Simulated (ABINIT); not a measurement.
The system is MgS (Niningerite).

```xyz
2
Lattice="0.0000 2.6016 2.6016 2.6016 0.0000 2.6016 2.6016 2.6016 0.0000" Properties=species:S:1:pos:R:3 pbc="T T T"
S     2.6016    2.6016    2.6016
Mg    0.0000    0.0000    0.0000
```

Base run:

- Program: ABINIT 10.8.3 (patched build)
- Functional: PBE
- Potentials or basis: SPMS NC PBE v1.0
- Cutoff: 707 eV
- k mesh: 6 × 6 × 6
- Occupations: fixed
- Spin: no spin polarisation

Its results: band gap on the k mesh 2.78 eV, indirect (least direct gap 3.71 eV).

Task: The run is repeated on the same cell with these changes: functional from PBE to PBE-EpsX. What comes out?

Result: Band gap on the k mesh 4.11 eV, indirect (least direct gap 5.15 eV).

PBE-EpsX gives the wider gap, since exact exchange removes part of the self-interaction.

Caveats: exact exchange is summed on a coarse mesh, which widens gaps by tenths of an eV (some runs).

A k mesh can miss the band edges.

Not every run made on this cell is shown here.
